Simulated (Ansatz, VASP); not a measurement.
Si in VASP and in Ansatz

File POSCAR:

```
Si
1.0
    0.0000000000      2.7357379431      2.7357379431
    2.7357379431      0.0000000000      2.7357379431
    2.7357379431      2.7357379431      0.0000000000
Si
2
Direct
    0.5000000000      0.5000000000      0.5000000000
    0.7500000000      0.7500000000      0.7500000000
```

The input INCAR.step1:

```
  PREC = Accurate
  ENCUT = 520
  ISMEAR = 0
  SIGMA = 0.05
  LREAL = F
  LASPH = T
  NELM = 100
  NBANDS = 11
  GGA = PE
  ALGO = Normal
  EDIFF = 1E-4
  LWAVE = T
  LCHARG = F
```

Contents of INCAR.step2:

```
  PREC = Accurate
  ENCUT = 520
  EDIFF = 1E-6
  ISMEAR = 0
  SIGMA = 0.05
  LREAL = F
  LASPH = T
  NELM = 100
  ALGO = Normal
  ISIF = 2
  LWAVE = F
  LCHARG = F
  METAGGA = R2SCAN
  LMIXTAU = T
  NBANDS = 11
  ISTART = 1
```

File KPOINTS:

```
Automatic mesh
0
Gamma
  14 14 14
```

Input for Ansatz:

```yaml
crystal:
  lattice:
    - [0.0, 2.7357379431, 2.7357379431]
    - [2.7357379431, 0.0, 2.7357379431]
    - [2.7357379431, 2.7357379431, 0.0]
  atoms:
    - { symbol: Si, position: [0.5, 0.5, 0.5] }
    - { symbol: Si, position: [0.75, 0.75, 0.75] }
basis:
  ecutwfc: 600
  ecutrho_ratio: 5
kpoints:
  mp_grid: { grid: [14, 14, 14] }
hamiltonian:
  xc: r2scan
scf:
  occupations: { method: gaussian, width: 0.05 }
output:
  forces: true
  stress: true
  eigenvalues: true
```

Alike in both runs: task single point; functional r2SCAN; k mesh 14 × 14 × 14; occupations gaussian, width 0.05 eV; no spin polarisation.

|  | VASP | Ansatz |
| --- | --- | --- |
| version | VASP 6.6.1 | Ansatz 0.2.0 |
| potentials or method | VASP PAW PBE potentials, release 64 (Si) | scalar-relativistic, plane waves, PAW |
| plane-wave cutoff (eV) | 520 | 600 |
| valence electrons in the cell | 8 | 8 |

|  | VASP | Ansatz | Ansatz less VASP |
| --- | --- | --- | --- |
| gap on the k mesh at the Fermi level (eV) | 0.81 | 0.80 | -0.014 |
| least direct gap on the mesh (eV) | 2.75 | 2.73 | -0.015 |
| pressure (GPa) | -1.6 | -1.4 | +0.23 |

Caveats: the PAW data sets were made with another functional, which shifts forces and pressure a little (VASP). r2SCAN opens gaps a little over a GGA but as a rule still falls short of measured ones. A k mesh can miss the band edges.
